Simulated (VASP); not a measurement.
# Li (Im-3m) in VASP: further runs

The runs below take Li through single point, relaxation of cell and atoms, with r2SCAN.

Everything below comes from runs of VASP 6.6.1. Logs are shortened: lines on timing, memory, paths and dates and some standing lists are left out, and cuts for length are marked.

**1. The structure**

It takes space group Im-3m (No. 229, cubic). The conventional cell has a = 3.432 Å, b = 3.432 Å, c = 3.432 Å, α = 90.00°, β = 90.00°, γ = 90.00°. Around Li (site symmetry m-3m) lie 8 Li at 2.97 Å.

**2. Single point, r2SCAN (relaxed again under DFT r2SCAN, scalar-relativistic, plane waves, PAW)**

File POSCAR:

```
Li
1.0
   -1.7381176889      1.7381176889      1.7381176889
    1.7381176889     -1.7381176889      1.7381176889
    1.7381176889      1.7381176889     -1.7381176889
Li
1
Direct
    0.0000000000      0.0000000000      0.0000000000
```

File INCAR.step1:

```
PREC = Accurate
ENCUT = 520
ISMEAR = 0
SIGMA = 0.1
LREAL = False
LASPH = True
NELM = 100
NBANDS = 8
GGA = PE
ALGO = Normal
EDIFF = 1E-4
LWAVE = True
LCHARG = False
```

File INCAR.step2:

```
PREC = Accurate
ENCUT = 520
EDIFF = 1E-6
ISMEAR = 0
SIGMA = 0.1
LREAL = False
LASPH = True
NELM = 100
ALGO = Normal
ISIF = 2
LWAVE = False
LCHARG = False
METAGGA = R2SCAN
LMIXTAU = True
NBANDS = 8
ISTART = 1
```

File KPOINTS:

```
Automatic mesh
0
Gamma
  16 16 16
```

Potentials or basis: VASP PAW PBE potentials, release 64 (Li_sv).

Run with:

```
cat potpaw_PBE.64/Li_sv/POTCAR > POTCAR
cp INCAR.step1 INCAR
mpirun -np 1 vasp_std > vasp.out
cp INCAR.step2 INCAR
mpirun -np 1 vasp_std > vasp.out
```

OUTCAR:

```text
PREC = Accurate
   ENCUT = 520
   EDIFF = 1E-6
   ISMEAR = 0
   LREAL = False
   LASPH = True
   NELM = 100
   ISIF = 2
   METAGGA = R2SCAN
   ISTART = 1

 ion  position               nearest neighbor table
   1  0.000  0.000  0.000-

  LATTYP: Found a body centered cubic cell.
 ALAT       =     3.4762353778

  Lattice vectors:

 A1 = (  -1.7381176889,   1.7381176889,   1.7381176889)
 A2 = (   1.7381176889,  -1.7381176889,   1.7381176889)
 A3 = (   1.7381176889,   1.7381176889,  -1.7381176889)

Analysis of symmetry for initial positions (statically):
=====================================================================
 Subroutine PRICEL returns:
 Original cell was already a primitive cell.

 Routine SETGRP: Setting up the symmetry group for a
 body centered cubic supercell.

 Subroutine GETGRP returns: Found 48 space group operations
 (whereof 48 operations were pure point group operations)
 out of a pool of 48 trial point group operations.

The static configuration has the point symmetry O_h .

Analysis of symmetry for dynamics (positions and initial velocities):
=====================================================================
 Subroutine PRICEL returns:
 Original cell was already a primitive cell.

 Routine SETGRP: Setting up the symmetry group for a
 body centered cubic supercell.

 Subroutine GETGRP returns: Found 48 space group operations
 (whereof 48 operations were pure point group operations)
 out of a pool of 48 trial point group operations.

The dynamic configuration has the point symmetry O_h .

 Subroutine INISYM returns: Found 48 space group operations
 (whereof 48 operations are pure point group operations),
 and found     1 'primitive' translations

----------------------------------------------------------------------------------------

                                     Primitive cell

  volume of cell :      21.0038

  direct lattice vectors                    reciprocal lattice vectors
    -1.738117689  1.738117689  1.738117689     0.000000000  0.287667517  0.287667517
     1.738117689 -1.738117689  1.738117689     0.287667517  0.000000000  0.287667517
     1.738117689  1.738117689 -1.738117689     0.287667517  0.287667517  0.000000000

  length of vectors
     3.010508147  3.010508147  3.010508147     0.406823304  0.406823304  0.406823304

  position of ions in fractional coordinates (direct lattice)
     0.000000000  0.000000000  0.000000000

  ion indices of the primitive-cell ions
   primitive index   ion index
                 1           1

----------------------------------------------------------------------------------------

 KPOINTS: Automatic mesh

Automatic generation of k-mesh.
 Grid dimensions read from file:
 generate k-points for:   16   16   16

 Generating k-lattice:

  Cartesian coordinates                     Fractional coordinates (reciprocal lattice)
     0.000000000  0.017979220  0.017979220     0.062500000  0.000000000  0.000000000
     0.017979220  0.000000000  0.017979220     0.000000000  0.062500000  0.000000000
     0.017979220  0.017979220  0.000000000     0.000000000  0.000000000  0.062500000

  Length of vectors
     0.025426457  0.025426457  0.025426457

  Shift w.r.t. Gamma in fractional coordinates (k-lattice)
     0.000000000  0.000000000  0.000000000

 Subroutine IBZKPT returns following result:
 ===========================================

 Found    145 irreducible k-points:

 Following reciprocal coordinates:
            Coordinates               Weight
  0.000000  0.000000  0.000000      1.000000
  0.062500  0.000000  0.000000     12.000000
  0.125000  0.000000  0.000000     12.000000
  0.187500  0.000000  0.000000     12.000000
  0.250000  0.000000  0.000000     12.000000
  0.312500  0.000000  0.000000     12.000000
[... 16 lines left out ...]
  0.187500  0.187500  0.000000     24.000000
  0.250000  0.187500  0.000000     48.000000
 [... further k-points ...]
   k-points           NKPTS =    145   k-points in BZ     NKDIM =    145   number of bands    NBANDS=      8
   number of dos      NEDOS =    301   number of ions     NIONS =      1
   total plane-waves  NPLWV =  13824
   dimension x,y,z NGX =    24 NGY =   24 NGZ =   24
   dimension x,y,z NGXF=    48 NGYF=   48 NGZF=   48
   ions per type =               1
   NGX,Y,Z   is equivalent  to a cutoff of  13.25, 13.25, 13.25 a.u.
   NGXF,Y,Z  is equivalent  to a cutoff of  26.51, 26.51, 26.51 a.u.
 SYSTEM =  unknown system
   PREC   = accura    normal or accurate (medium, high low for compatibility)
   ISTART =      1    job   : 0-new  1-cont  2-samecut
   ICHARG =      0    charge: 1-file 2-atom 10-const
   ISPIN  =      1    spin polarized calculation?
   LNONCOLLINEAR =      F non collinear calculations
   LSORBIT =      F    spin-orbit coupling
   LASPH  =      T    aspherical Exc in radial PAW
   ENCUT  =  520.0 eV  38.22 Ry    6.18 a.u.   5.60  5.60  5.60*2*pi/ulx,y,z
   NELM   =    100;   NELMIN=  2; NELMDL=  0     # of ELM steps
   EDIFF  = 0.1E-05   stopping-criterion for ELM
   LREAL  =      F    real-space projection
   EDIFFG = 0.1E-04   stopping-criterion for IOM
   NSW    =      0    number of steps for IOM
   IBRION =     -1    ionic relax: 0-MD 1-quasi-New 2-CG
   NFREE  =      0    steps in history (QN), initial steepest desc. (CG)
   ISIF   =      2    stress and relaxation
   ISYM   =      2    0-nonsym 1-usesym 2-fastsym
   POTIM  = 0.5000    time-step for ionic-motion
   TEBEG  =    0.0;   TEEND  =   0.0 temperature during run
   PSTRESS=    0.0 pullay stress
   NELECT =       3.0000    total number of electrons
   NUPDOWN=      -1.0000    fix difference up-down
   EMIN   =  10.00;   EMAX   =-10.00  energy-range for DOS
   EFERMI =   0.00;   METHOD = LEGACY
   ISMEAR =     0;   SIGMA  =   0.10  broadening in eV -4-tet -1-fermi 0-gaus
   EFERMI_NEDOS =   21; number of points for ismear=-14 and -15
   IALGO  =     38    algorithm
   IMIX   =      4    mixing-type and parameters
     AMIX     =   0.40;   BMIX     =  1.00
     AMIX_MAG =   1.60;   BMIX_MAG =  1.00
  volume/ion in A,a.u.               =      21.00       141.74
  Fermi-wavevector in a.u.,A,eV,Ry     =   0.855755  1.617142  9.963771  0.732316
  Thomas-Fermi vector in A             =   1.972553
   LORBIT       =      0    0 simple, 1 ext, 2 COOP (PROOUT), +10 PAW based schemes
   METAGGA = R2SCAN    functional components
   LHFCALC =     F    Hartree Fock is set to
   AEXX    =    0.0000 exact exchange contribution
   IVDW    =     0    specifies the selected vdW correction
   LEPSILON=     F    determine dielectric tensor
   LRPA    =     F    only Hartree local field effects (RPA)
 non-spin polarized calculation
 Gauss-broadening in eV      SIGMA  =   0.10
  energy-cutoff  :      520.00
  volume of cell :       21.00
 maximum number of plane-waves:       586
   NGX = 11   NGY = 11   NGZ = 11

 number of electron       2.9999991 magnetization

 Free energy of the ion-electron system (eV)
  ---------------------------------------------------
  ext. energy  EPLUGINS =         0.00000000
  ---------------------------------------------------
  free energy    TOTEN  =        -2.38279507 eV

  energy without entropy =       -2.38005763  energy(sigma->0) =       -2.38142635

 E-fermi :   0.5357     XC(G=0):  -7.3553

 val. band max:        0.5090550349   @ k =   0.2500   0.2500   0.0000
 cond. band min:       0.5481032006   @ k =   0.3125   0.1875   0.0000
 fundamental gap:      0.0390481657
 Fermi energy:         0.5356881481

 k-point     1 :       0.0000    0.0000    0.0000
  band No.  band energies     occupation
      1     -47.6098      2.00000
      2      -3.2718      2.00000
      3      16.4695      0.00000
      4      16.4710      0.00000
      5      16.4710      0.00000
      6      20.6290      0.00000
      7      20.6293      0.00000
      8      20.6293      0.00000

 k-point     2 :       0.0625    0.0000    0.0000
  band No.  band energies     occupation
      1     -47.6093      2.00000
      2      -3.1930      2.00000
      3      15.8305      0.00000
      4      16.0018      0.00000
      5      16.3090      0.00000
      6      19.6206      0.00000
      7      19.6744      0.00000
      8      21.0802      0.00000

 k-point     3 :       0.1250    0.0000    0.0000
  band No.  band energies     occupation
      1     -47.6073      2.00000
      2      -2.9548      2.00000
      3      14.0853      0.00000
      4      15.0711      0.00000
      5      15.8577      0.00000
      6      18.3974      0.00000
      7      18.6935      0.00000
      8      20.7198      0.00000

 k-point     4 :       0.1875    0.0000    0.0000
  band No.  band energies     occupation
      1     -47.6045      2.00000
      2      -2.5579      2.00000
      3      11.9166      0.00000
      4      14.1208      0.00000
      5      15.2359      0.00000
      6      17.2739      0.00000
      7      18.3291      0.00000
      8      20.8384      0.00000

 k-point     5 :       0.2500    0.0000    0.0000
  band No.  band energies     occupation
      1     -47.6010      2.00000
      2      -2.0037      2.00000
      3       9.7620      0.00000
      4      13.2909      0.00000
      5      14.5955      0.00000
      6      16.3448      0.00000
      7      18.2297      0.00000
      8      21.3228      0.00000
[... 177 lines left out ...]
 k-point    22 :       0.4375    0.1250    0.0000
  band No.  band energies     occupation
      1     -47.5914      2.00000
      2       1.1327      0.00000
      3       3.9857      0.00000
      4       9.9653      0.00000
      5      12.2005      0.00000
      6      17.3711      0.00000
      7      19.4487      0.00000
      8      24.3531      0.00000

 k-point    23 :       0.1875    0.1875    0.0000
  band No.  band energies     occupation
      1     -47.5968      2.00000
      2      -1.1282      2.00000
      3       8.4902      0.00000
      4      10.0528      0.00000
      5      12.9966      0.00000
      6      18.3838      0.00000
      7      19.0874      0.00000
      8      22.2790      0.00000

 k-point    24 :       0.2500    0.1875    0.0000
  band No.  band energies     occupation
      1     -47.5941      2.00000
      2      -0.3449      2.00000
      3       6.8864      0.00000
      4       9.2525      0.00000
      5      12.5557      0.00000
      6      18.5056      0.00000
      7      19.4687      0.00000
      8      23.0211      0.00000

 [... further k-points ...]

------------------------ aborting loop because EDIFF is reached ----------------------------------------

  FORCE on cell =-STRESS in cart. coord.  units (eV):
  Direction    XX          YY          ZZ          XY          YZ          ZX
  --------------------------------------------------------------------------------------
  -------------------------------------------------------------------------------------
  Total       -0.0280093     -0.0280093     -0.0280093      0.0000000      0.0000000     -0.0000000
  in kB       -2.1365631     -2.1365631     -2.1365631      0.0000000      0.0000000     -0.0000000
  external PRESSURE =      -2.1365631 kB  Pullay stress =       0.0000000 kB

 VOLUME and BASIS-vectors are now :
 -----------------------------------------------------------------------------
  energy-cutoff  :      520.00
  volume of cell :       21.00
      direct lattice vectors                 reciprocal lattice vectors
    -1.738117689  1.738117689  1.738117689     0.000000000  0.287667517  0.287667517
     1.738117689 -1.738117689  1.738117689     0.287667517  0.000000000  0.287667517
     1.738117689  1.738117689 -1.738117689     0.287667517  0.287667517  0.000000000

 POSITION                                       TOTAL-FORCE (eV/Angst)
 -----------------------------------------------------------------------------------
      0.00000      0.00000      0.00000         0.000000      0.000000      0.000000
 -----------------------------------------------------------------------------------
    total drift:                               -0.000000      0.000000     -0.000000

  FREE ENERGIE OF THE ION-ELECTRON SYSTEM (eV)
  ---------------------------------------------------
  free  energy   TOTEN  =        -2.3827950747 eV

  energy  without entropy=       -2.3800576323  energy(sigma->0) =       -2.38142635
```

It took 75 s on 1 thread of Intel Xeon Platinum 8488C (Sapphire Rapids), shared host; peak memory 0.14 GiB.

What came out:

```yaml
Free_energy: -2.3828 eV
Band_gap_on_the_k_mesh: none (metal or under the smearing width)
```

Caveat: the cutoff is under 1.25 times the usual one of these potentials, so pressure, stress and relaxed cells hold a basis-set (Pulay) error; the PAW data sets were made with another functional, which shifts forces and pressure a little.

**3. Relaxation of cell and atoms, r2SCAN**

File POSCAR:

```
Li
1.0
   -1.7158075576      1.7158075576      1.7158075576
    1.7158075576     -1.7158075576      1.7158075576
    1.7158075576      1.7158075576     -1.7158075576
Li
1
Direct
    0.0000000000      0.0000000000      0.0000000000
```

File INCAR.step1:

```
SYSTEM = Li
PREC     = Accurate       ! precision mode
ENCUT    = 600            ! plane-wave cutoff, eV
ISMEAR   = 0              ! smearing method
SIGMA    = 0.1            ! smearing width, eV
LREAL    = .FALSE.        ! projectors in reciprocal space
LASPH    = .TRUE.         ! aspherical terms in the spheres
NELM     = 100            ! most SCF steps
GGA      = PE             ! functional
ALGO     = Normal         ! electronic algorithm
EDIFF    = 1E-4           ! SCF threshold, eV
LWAVE    = .TRUE.         ! write WAVECAR
LCHARG   = .FALSE.        ! write CHGCAR
```

File INCAR.step2:

```
SYSTEM = Li
PREC     = Accurate       ! precision mode
ENCUT    = 600            ! plane-wave cutoff, eV
EDIFF    = 1E-7           ! SCF threshold, eV
ISMEAR   = 0              ! smearing method
SIGMA    = 0.1            ! smearing width, eV
LREAL    = .FALSE.        ! projectors in reciprocal space
LASPH    = .TRUE.         ! aspherical terms in the spheres
NELM     = 100            ! most SCF steps
ALGO     = Normal         ! electronic algorithm
ISIF     = 3              ! what is computed and relaxed
LWAVE    = .FALSE.        ! write WAVECAR
LCHARG   = .FALSE.        ! write CHGCAR
METAGGA  = R2SCAN         ! meta-GGA
LMIXTAU  = .TRUE.       
IBRION   = 2              ! ionic algorithm
NSW      = 70             ! ionic steps
EDIFFG   = -0.005         ! ionic threshold
ISTART   = 1
```

File KPOINTS:

```
regular mesh
0
G
  16 16 16
  0 0 0
```

Potentials or basis: VASP PAW PBE potentials, release 64 (Li_sv).

Run with:

```
cat potpaw_PBE.64/Li_sv/POTCAR > POTCAR
cp INCAR.step1 INCAR
mpirun -np 1 vasp_std > vasp.out
cp INCAR.step2 INCAR
mpirun -np 1 vasp_std > vasp.out
```

Wall time 3 min (1 thread of Intel Xeon Platinum 8488C (Sapphire Rapids), shared host); peak memory 0.14 GiB.

The run converged. Its results:

* Free energy: -2.3828 eV
* Relaxed volume: 20.56 Å³/atom
* Relaxed cell: a = 2.989 Å, b = 2.989 Å, c = 2.989 Å, α = 109.47°, β = 109.47°, γ = 109.47°
* Space group after relaxing (to 0.05 Å): Im-3m (No. 229)
* Energy gained by relaxing: 0.7 meV/atom
* Ionic steps: 4
* Pressure after relaxing: 0.0 GPa
* Band gap on the k mesh: none (metal or under the smearing width)

The path:
| step | energy change (eV) | largest force (eV/Å) | pressure (GPa) | volume (Å³) |
| --- | --- | --- | --- | --- |
| 1 | 0.0000 | 0.0000 | 0.22 | 20.21 |
| 2 | -0.0002 | 0.0000 | 0.15 | 20.29 |
| 3 | -0.0005 | 0.0000 | 0.05 | 20.48 |
| 4 | -0.0007 | 0.0000 | 0.02 | 20.56 |

Final structure:
```yaml
crystal:
  lattice:
    - [-1.72591, 1.72591, 1.72591]
    - [1.72591, -1.72591, 1.72591]
    - [1.72591, 1.72591, -1.72591]
  atoms:
    - { symbol: Li, position: [0.00000, 0.00000, 0.00000] }
```

Levels at points of the mesh, in eV from the Fermi level:
```
           k point  band 1  band 2  band 3  band 4  band 5
(0.00, 0.00, 0.00)  -48.08   -3.85   16.15   16.15   16.15
(0.50, 0.00, 0.00)  -48.06    0.29    3.46   11.37   12.90
(0.50, 0.50, 0.50)  -48.04    6.03    6.03    6.03    8.15
```

Caveat: the cutoff is under 1.25 times the usual one of these potentials, so pressure, stress and relaxed cells hold a basis-set (Pulay) error; the PAW data sets were made with another functional, which shifts forces and pressure a little.
